## Which bands of molybdenum are filled at H?

**Question.** I have band energies for body-centred cubic molybdenum from an all-electron PBE calculation without spin–orbit coupling. Each row is one point of the Brillouin zone, and the levels are counted from the Fermi energy. The last row is H, a corner of the zone. Can I work out from the other rows how many valence bands are filled there, and at what energies?

All-electron FP-LAPW calculation with SIRIUS 7.12.0 and the PBE functional for bcc Mo (15.89 Å³/atom), without spin polarisation or spin–orbit coupling; valence relativity is ZORA. The k mesh is 12×12×12, with Fermi–Dirac smearing of 0.05 eV. The levels are the four nearest below and the two nearest above the Fermi energy, which is their zero.

```tsv
point a (reciprocal cell vector)	point b (reciprocal cell vector)	point c (reciprocal cell vector)	level under 4 (eV)	level under 3 (eV)	level under 2 (eV)	level under 1 (eV)	level over 1 (eV)	level over 2 (eV)
0.0000	0.0000	0.0000	-7.13	-1.28	-1.285	-1.285	1.676	1.676
0.5000	0.0000	0.0000	-34.96	-34.55	-5.177	-3.276	1.600	1.698
0.1667	0.1667	0.1667	-34.85	-3.01	-3.008	-2.759	2.058	2.058
-0.1667	0.1667	0.1667	-1.18	-1.18	-0.752	-0.261	2.596	16.616
-0.4167	-0.4167	0.2500	-35.07	-4.11	-4.107	-0.647	2.838	2.838
-0.3333	0.3333	0.3333	-35.22	-35.22	-4.013	-3.764	0.733	0.733
0.5000	0.5000	0.5000	?	?	?	?	?	?
```

**Answer.** Yes, provided that you follow bands rather than columns. The columns count outwards from the Fermi energy, so a band changes column when another one fills or empties. The levels near -35 eV are the 4p semicore shell, which is full at every point. The valence bands, made mostly of 4d with some 5s and 5p, lie far above it.

Three rows lie on the shortest line from the zone centre Γ to a point H: the first, the fourth and the sixth. They are at the start, at one third and at two thirds of the way. Their coordinates lead to (-½, ½, ½), which differs from the H of the last row only by a whole reciprocal lattice vector.

### What changes between Γ and H

At Γ a Bloch wave has the same phase on every atom. At H it has opposite signs on an atom and its eight nearest neighbours, while the six second neighbours keep the sign of the central atom. Going from Γ to H therefore reverses every nearest-neighbour bond. The second-neighbour contribution is the same at both ends.

The five d orbitals respond in two ways. The xy, yz and zx orbitals form a triplet and overlap partly head-on with the nearest neighbours, which lie along the body diagonals. Equal phases make that overlap bonding, so this triplet is low at Γ and must rise towards H. The other two orbitals form a pair that has no head-on overlap with these neighbours and meets them mostly sideways. For them equal phases are antibonding, so the pair is high at Γ and must fall.

The table fits both movements, though it prints no orbital characters: the labels used here rest on symmetry and on which levels coincide. Two members of the triplet stay together and go from -1.285 eV at Γ through -1.18 to 0.733 eV, so they empty on the way. Meanwhile a branch of the pair, empty at Γ, drops below the Fermi energy. The other branch appears to rise instead, to 2.596 eV at one third: on this line it has the same symmetry as the s band, so the two are expected to repel each other and exchange character. At two thirds of the way only two valence levels are still filled, and they lie close together. Symmetry lets them meet at H as the d pair: one is the falling branch, the other continues the lowest band, which is s-like at Γ.

### From the known points to H

Picture the crystal as atomic layers perpendicular to the line from Γ to H. If an electron hops no further than to the second layer, a band that mixes with no other has, along this line, the energy

$$E(x)=a+b\cos(\pi x)+c\cos(2\pi x),$$

where $x$ is the fraction of the way to H. The constants $a$, $b$ and $c$ are fixed by the three known points. Inserting $x=0$, ⅓, ⅔ and 1 gives

$$E(\mathrm H)=E(\Gamma)-2\,[E(1/3)-E(2/3)].$$

For the falling branch, $E(\Gamma)$ is 1.676 eV. At one third I take -0.261 eV, because a plain cosine through the neighbouring points passes closer to it than to the level below. At two thirds either filled valence level could be the right one, so I use their mean, -3.888 eV. The bracket is then 3.627 eV, and

$$E(\mathrm H)=1.676-2\times3.627\approx-5.58\ \mathrm{eV}.$$

The level below, at -0.752 eV, is then probably the third member of the triplet. Taken as the falling branch it would have given about -4.60 eV, roughly 1 eV higher and outside the error bar set below, so the forecast and its bar both assume that the choice made at one third is right.

The same rule puts the triplet at 2.54 eV, which is probably too low. Between Γ and H its two matched members can mix with empty p states, which push them down. At Γ and H themselves inversion symmetry forbids this, since d states are even and p states odd. A rule that extrapolates from the depressed levels will fall short if the push is stronger at two thirds of the way than at one third.

A second route uses only the nearest-neighbour bonds. Standard theory gives the head-on, sideways and face-to-face d hops the ratio -6 : 4 : -1. Summed over the eight neighbours, they make the triplet rise by two thirds of the amount that the pair falls. The pair falls by 1.676 + 5.58 ≈ 7.26 eV, which puts the triplet at 3.55 eV. I take the mean of the two routes.

The forecasts for H, with error bars that are judgements rather than statistics, are:

- **Filled valence bands:** two, as a degenerate pair at -5.58 ± 0.7 eV.
- **First empty bands:** a triplet, two of whose members appear in the columns, at 3.05 ± 0.7 eV.
- **Semicore:** the two printed levels equal, at -35.22 ± 0.3 eV, the value at two thirds of the way.

### The computed levels

The withheld rows as computed:

```tsv
point a (reciprocal cell vector)	point b (reciprocal cell vector)	point c (reciprocal cell vector)	level under 4 (eV)	level under 3 (eV)	level under 2 (eV)	level under 1 (eV)	level over 1 (eV)	level over 2 (eV)
0.5000	0.5000	0.5000	-35.46	-35.46	-5.265	-5.265	3.936	3.936
```

The filling is as forecast, and so are the degeneracies as far as the columns show them; the third member of the triplet is not printed. The filled pair lies at -5.265 eV, about 0.3 eV above the forecast and inside its bar. Most of that miss seems to come from the averaging: with -3.764 eV as the falling branch at two thirds, the rule gives -5.33 eV, within 0.07 eV of the computed level. This favours -0.261 and -3.764 eV as the members of that branch. The semicore levels are equal and lie 0.24 eV below theirs, which uses up most of the allowance. The triplet is a clear miss: it lies at 3.94 eV, 0.89 eV above the forecast and outside the bar.

The miss comes mainly from the layer rule, which is 1.4 eV too low for the triplet. The hopping ratio alone would have been 0.4 eV too low. I had a reason to distrust the layer rule here and still gave it half the weight. The computed rise of the triplet is 0.75 of the fall of the pair, not far from the two thirds of the simple theory.

Why does one rule work for the falling branch and fail for the triplet? Symmetry offers a likely answer. The falling branch has the shape $y^2-z^2$ when the line to H runs along $x$, and a quarter turn about that line reverses its sign. No s or p orbital behaves in this way, so neither can push the branch about. The two matched triplet members have no such protection.

To account for the layer rule's whole error of 1.4 eV, the p states would have to lower the triplet members by about 0.7 eV more at two thirds than at one third, because the rule doubles that difference. Hops to the third layer could do the same. They add a term $d\cos(3\pi x)$, which shifts the true level at H by $-6d$ from the rule, so $d\approx-0.23$ eV would be enough. Direct d hops that long should be weak, however: in the standard theory they fade with the fifth power of the distance, and the nearest atoms of the third layer are almost twice as far away as the nearest neighbours. Mixing with p states is therefore the likelier cause, though these energies alone neither prove it nor show that the push is large enough to be the whole of it.

### What this means for the metal

At H the filled pair and the empty triplet are 9.2 eV apart, yet this is not a band gap. Molybdenum has six valence electrons, enough to fill three bands on average. Four valence bands are filled at Γ and only two at H, so bands must cross the Fermi energy in between. The region around H holds fewer electrons than the average, and this is the origin of molybdenum's well-known hole pocket there.

The exact threefold degeneracy belongs to a calculation without spin–orbit coupling. That coupling would split the triplet at H, and the 4p shell far more strongly. It would leave the large separation between the pair and the triplet in place, because within the 4d shell it is far weaker than that separation.

Niobium, the bcc neighbour with one valence electron fewer, was not computed here, but it should have the same order of d levels at Γ and at H, since the order follows from the lattice and the orbital shapes. Its Fermi energy lies lower among similar bands. The hole region should therefore grow, and even the triplet at Γ is expected to lie above the Fermi energy. To guess the bands of such a metal, first ask which bonds change sign between two points, and then count the electrons.
